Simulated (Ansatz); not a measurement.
# AlAs under strain — 75As NMR of the central transition

Cell: an entry of the Crystallography Open Database (COD), relaxed with PBE at fixed cell and then changed (z compressed by 1 %, ions relaxed).

```
Al As
1.0
     0.00000    2.83040    2.80210
     2.83040    0.00000    2.80210
     2.83040    2.83040    0.00000
Al As
1 1
Cartesian
  0.0000 0.0000 0.0000
  1.4152 1.4152 1.4010
```

Sites (sets of like atoms) are named by element and the number of their first atom in this list.

The numbers come from a DFT calculation in Ansatz (PBE, plane waves and PAW, scalar-relativistic, 420 eV cutoff, Γ-centred 13×13×13 k-points, Fermi–Dirac smearing 0.02 eV).

75As has I = 3/2 and Q = 311.0 mb (Pyykkö 2018); at 23.5 T its Larmor frequency is ν₀ = 171.9 MHz. Only the quadrupole interaction is simulated: positions count from each site's isotropic chemical shift, and J coupling is left out, as are shift anisotropy and dipolar coupling, which fast spinning averages.

Simulated pattern of one As site (fast magic-angle spinning, Gaussian broadening 0.03 kHz):

offset (kHz), height and a bar:
```
   -1.493          0 
   -1.449          1 
   -1.405          4 #
   -1.361          4 #
   -1.317          4 #
   -1.273          4 #
   -1.229          4 #
   -1.185          4 #
   -1.141          5 #
   -1.097          5 #
   -1.053          5 #
   -1.009          5 ##
   -0.965          5 ##
   -0.921         22 #######
   -0.877         76 #######################
   -0.833         46 ##############
   -0.790         37 ###########
   -0.746         33 ##########
   -0.702         31 #########
   -0.658         30 #########
   -0.614         30 #########
   -0.570         29 #########
   -0.526         30 #########
   -0.482         31 #########
   -0.438         32 ##########
   -0.394         35 ##########
   -0.350         38 ###########
   -0.306         45 ##############
   -0.262         60 ##################
   -0.218        100 ##############################
   -0.174         11 ###
   -0.130          0
```

(1) Which |C_Q| and η does the pattern imply?

Answers

(1) The pattern spans 1.23 kHz before broadening and its centre of gravity is at -0.574 kHz, which fixes P_Q; the places of the horns and steps fix η. That gives P_Q = 1.99 MHz, |C_Q| = 1.99 MHz and η = 0.00. The sign of C_Q can't be read from the pattern.

An axis of threefold or higher order runs through As, so V_zz lies along it and η is zero.
